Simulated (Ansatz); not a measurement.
Al:

```
Al
1.0
     2.81246    0.00000    0.00000
    -1.40623    2.43566    0.00000
     0.00000    0.00000    4.86685
Al
2
Direct
  0.33333 0.66667 0.25000
  0.66667 0.33333 0.75000
```

This isn't the form of Al at room conditions, which is fcc.

| Item | Value |
| --- | --- |
| Program | Ansatz 0.2.0 |
| Task | relaxation of cell and atoms |
| Functional | HSE06 |
| Potentials or basis | Ansatz PAW |
| Cutoff | 420 eV (not typed: the program's choice for these potentials) |
| k mesh | 6 × 6 × 3 |
| Occupations | fermi-dirac, width 0.05 eV |
| Spin | no spin polarisation |

At the start: volume 16.67 Å³/atom.

How do energy, volume and symmetry change on relaxing?

It ends after 7 steps and the volume is 16.65 Å³/atom (-0.1 %); space group P6_3/mmc (No. 194, to 0.05 Å).

The path:
```csv
step,energy change (eV),largest force (eV/Å),volume (Å³)
1,0.0000,0.0000,33.34
2,-0.0754,0.0000,33.48
3,-0.0835,0.0000,34.61
4,-0.0850,0.0000,32.34
5,-0.0964,0.0000,33.21
6,-0.0965,0.0000,33.30
7,-0.0971,0.0000,33.30
```

Final structure:
```
CELL_PARAMETERS angstrom
2.91111 0.00000 0.00000
-1.45555 2.52109 0.00000
0.00000 0.00000 4.53759
ATOMIC_POSITIONS crystal
Al 0.33333 0.66667 0.25000
Al 0.66667 0.33333 0.75000
```

Caveat: the k mesh is coarse (spacing up to 0.43 Å⁻¹), so the values aren't converged, least of all with exact exchange; the plane-wave basis is chosen anew once the cell has moved, so the energies of steps on either side of that aren't comparable; the PAW data sets come from PBE, with cores solved anew for the run's functional, which leaves a small shift of forces and pressure.
